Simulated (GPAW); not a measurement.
# GaAs: band structure with PBE

**Measured values to compare with.**

“Evidence of valence band perturbations in GaAsN/GaAs(001): A combined variable-angle spectroscopic ellipsometry and modulated photoreflectance investigation”, 2008, arxiv:0805.2212 reports, for a bulk crystal of GaAs at 300 K: band gap 1.412 ± 0.01 eV (direct).

GaAs:

```xyz
2
Lattice="0.0000 2.8268 2.8268 2.8268 0.0000 2.8268 2.8268 2.8268 0.0000" Properties=species:S:1:pos:R:3 pbc="T T T"
As    4.2403    4.2403    4.2403
Ga    0.0000    0.0000    0.0000
```

```yaml
Program: GPAW 26.7.0
Task: band structure
Functional: PBE
Potentials_or_basis: GPAW PAW data sets (gpaw-data 1.2.1)
Basis: lcao:dzp
Grid_spacing: 0.16 Å
k_mesh: 8 × 8 × 8
Occupations: fermi-dirac, width 0.05 eV
Spin: no spin polarisation
Maxiter: 150
Band_path: GXWKGLUWLK,UX
Band_points: 80
```

```json
{
  "Band gap on the k mesh": "0.57 eV, direct",
  "Band gap along the path": "0.57 eV, direct"
}
```

Levels at the corners of the path, in eV from the valence-band top:
```tsv
point	band 1	band 2	band 3	band 4	band 5	band 6	band 7
Γ	-12.73	0.00	0.00	0.00	0.57	3.88	3.88
X	-10.36	-6.82	-2.69	-2.69	1.54	1.80	10.43
W	-10.31	-6.63	-3.56	-3.36	4.79	4.90	5.61
K	-10.40	-6.63	-3.88	-2.27	2.06	4.82	8.30
Γ	-12.73	0.00	0.00	0.00	0.57	3.88	3.88
L	-11.08	-6.65	-1.15	-1.15	1.06	5.02	5.02
U	-10.40	-6.63	-3.88	-2.27	2.06	4.82	8.30
W	-10.31	-6.63	-3.56	-3.36	4.79	4.90	5.61
L	-11.08	-6.65	-1.15	-1.15	1.06	5.02	5.02
K	-10.40	-6.63	-3.88	-2.27	2.06	4.82	8.30
U	-10.40	-6.63	-3.88	-2.27	2.06	4.82	8.30
X	-10.36	-6.82	-2.69	-2.69	1.54	1.80	10.43
```

Wall time 2.1 min on 1 thread of Intel(R) Xeon(R) CPU @ 2.80GHz (Skylake/Cascade Lake) (shared host), peak memory 0.2 GiB.

Against the measured gap of GaAs, 1.412 eV (direct; 300 K; “Evidence of valence band perturbations in GaAsN/GaAs(001): A combined variable-angle spectroscopic ellipsometry and modulated photoreflectance investigation”, 2008, arxiv:0805.2212), the calculated 0.57 eV is off by -0.84 eV. 3 values of this kind are on record (1.412 to 1.51 eV); this one was drawn at random among those near their median, those with a stated uncertainty first. Spin-orbit coupling on As, Ga is left out. The value is that of PBE in an atomic basis (GPAW PAW data sets (gpaw-data 1.2.1), lcao:dzp), whose error adds to the functional's,, without temperature or zero-point motion. Semilocal functionals fall short of measured gaps as a rule.

Caveat: the basis of atomic orbitals isn't converged, which shifts pressures, moduli and gaps.
